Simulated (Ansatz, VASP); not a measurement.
Given: the input of a run of VASP 6.6.1 on MoS2.

File INCAR:

```
SYSTEM = MoS2
PREC = Accurate
ENCUT = 520
EDIFF = 1E-6
ISMEAR = -1
SIGMA = 0.05
LREAL = .FALSE.
LASPH = .TRUE.
NELM = 80
ALGO = Normal
ISIF = 2
LWAVE = .FALSE.
LCHARG = .FALSE.
GGA = PS
NBANDS = 20
```

The input KPOINTS:

```
regular mesh
0
G
  9 9 4
  0 0 0
```

The input POSCAR:

```
MoS2
1.0
    3.2907642509      0.0000000000      0.0000000000
   -1.6453821255      2.8498854391      0.0000000000
    0.0000000000      0.0000000000      6.4362788402
Mo S
1 2
Direct
    0.0000000000      0.0000000000      0.5000000000
    0.6666666667      0.3333333333      0.7446806800
    0.3333333333      0.6666666667      0.2553193200
```

Potentials or basis: VASP PAW PBE potentials, release 64 (Mo_sv, S).

Run with:

```bash
$ cat potpaw_PBE.64/Mo_sv/POTCAR potpaw_PBE.64/S/POTCAR > POTCAR
$ mpirun -np 1 vasp_std > vasp.out
```

Problem. Translate it to Ansatz 0.2.0. Potentials there: Ansatz PAW.

Solution. As run (the cutoff follows the program's own potentials):

The input input.yaml:

```yaml
crystal:
  lattice:
    - [3.2907642509, 0.0, 0.0]
    - [-1.6453821255, 2.8498854391, 0.0]
    - [0.0, 0.0, 6.4362788402]
  atoms:
    - { symbol: Mo, position: [0.0, 0.0, 0.5] }
    - { symbol: S, position: [0.6666666667, 0.3333333333, 0.74468068] }
    - { symbol: S, position: [0.3333333333, 0.6666666667, 0.25531932] }
hamiltonian:
  xc: pbesol
  pseudopotentials: { kind: paw }
kpoints:
  mp_grid: { grid: [9, 9, 4] }
scf:
  occupations: { method: fermi_dirac, width: 0.05 }
output:
  forces: true
  stress: true
  eigenvalues: true
```

Potentials or basis: Ansatz PAW.

The run is started by

```console
$ ansatz run input.yaml --threads 2 --pin off --max-ram 5120MiB --backend cpu --events-out ev --progress --plain --runs-dir out
```

Both were run:

|  | VASP | Ansatz | Ansatz less VASP |
| --- | --- | --- | --- |
| gap on the k mesh at the Fermi level (eV) | none | none | - |
| pressure (GPa) | -9.9 | -9.9 | -0.02 |
| largest component of the traceless stress (GPa) | 1.80 | 1.78 | -0.027 |
| rms of the force components (eV/Å) | 0.387 | 0.390 | +0.0031 |

Atom by atom the forces differ by 0.003 eV/Å (rms over components). A gap of «none» marks a metal or a gap that the smearing closes.

Caveats: this functional lacks dispersion, which binds the layers, so the pressure and a relaxed spacing across them are unreliable; the PAW data sets were made with another functional, which shifts forces and pressure a little (VASP); the PAW data sets come from PBE, with cores solved anew for the run's functional, which leaves a small shift of forces and pressure (Ansatz).
